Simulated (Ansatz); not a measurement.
The elements of this relaxed trial crystal are hidden behind letters.

```
lattice vectors (Å)
   5.5510    0.0000    0.0000
   0.0000    5.5510    0.0000
   0.0000    0.0000    5.5510
fractional positions
X 0.0000 0.0000 0.0000
Z 0.3021 0.6979 0.6979
Z 0.6979 0.3021 0.6979
Z 0.6979 0.6979 0.3021
Z 0.3021 0.3021 0.3021
```

These are results of Ansatz, DFT PBE, scalar-relativistic, plane waves, PAW, not measurements. Cutoff 420 eV, Γ-centred 8×8×8 mesh (5-atom cell), Gaussian smearing of 0.10 eV, no spin polarisation.

```
Space group                              : P-43m (No. 215)
Conventional cell                        : a = 5.551 Å
Volume per atom                          : 34.21 Å³
Density                                  : 6.90 g/cm³
Formation energy                         : +0.40 eV/atom
Gap on the 8×8×8 mesh of the 5-atom cell : 0 eV (a metal)
```

Energies are uncorrected and count from the elements' standard states at the same level.

**Question.** X is a d-block element of period 6 and Z is a p-block element of period 5. Which elements are they?

**Answer.** X = Hg, Z = Te, so the formula is HgTe4. Density times volume gives a mean mass of 6.90 × 34.21/1.6605 = 142.2 u per atom, and this set has 142.2 u. Hg is surrounded by 4 Te at 2.90 Å; around Te lie 1 Hg at 2.90 Å and 3 Te at 3.11 Å. Other sets within the hints have nearly the same mass, so mass alone doesn't settle it; this one was computed.

These runs have no spin–orbit coupling, which can matter for Hg and Te. A structure relaxed within its symmetry needn't be a true minimum.
